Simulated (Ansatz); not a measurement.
# Stress against strain in GaN

```
CELL_PARAMETERS angstrom
0.00000 1.99250 1.99250
1.99250 0.00000 1.99250
1.99250 1.99250 0.00000
ATOMIC_POSITIONS crystal
Ga 0.50000 0.50000 0.50000
N 0.00000 0.00000 0.00000
```

Atom numbers follow the list: Ga1, N2.

Conventional cell: a = 3.985 Å, b = 3.985 Å, c = 3.985 Å, α = 90.00°, β = 90.00°, γ = 90.00°. Around Ga (atom 1) lie 6 N at 1.99 Å. N (atom 2) has 6 Ga at 1.99 Å as nearest neighbours.

The geometry is COD entry 1536825, unchecked; take it as a test cell.

Level of theory: DFT, PBEsol, all-electron LAPW, scalar-relativistic (Ansatz 0.2.0).

Numerical set-up: a Γ-centred 13×13×13 k mesh, Fermi–Dirac smearing of 0.02 eV, basis error target 1 meV/atom, no spin polarisation.

The strain is applied along the Cartesian axes of the cell as listed (the other components stay zero). Fractional coordinates are held (clamped ions).

σ is the change of stress from the unstrained cell, which is at 58.8 GPa; tension is positive, so slopes are stress–strain coefficients at that pressure.

Only quantities that a quadratic follows smoothly over the whole series are listed; rougher ones are left out.

```csv
εzz,σzz (GPa),σxx (GPa)
-0.0300,-28.01,-9.85
-0.0200,-17.80,-6.40
-0.0100,-8.49,-3.12
0.0000,0.00,0.00
0.0200,14.77,5.78
0.0300,21.17,8.45
```

**Question.** Fit the series and read off the stiffness at zero strain.

**Answer.** Least-squares fits y = p0 + p1 x + p2 x² to the rows give σzz (GPa): p1 = 818, p2 = -3800; σxx (GPa): p1 = 305, p2 = -780. So C11 = 818 GPa and C12 = 305 GPa, which gives B = (C11 + 2 C12)/3 = 476 GPa.

**Question.** One run, at εzz = 0.0100, is withheld. Predict its row.

**Answer.** The fits give 7.82, 2.97; the run gave 7.73, 2.96.
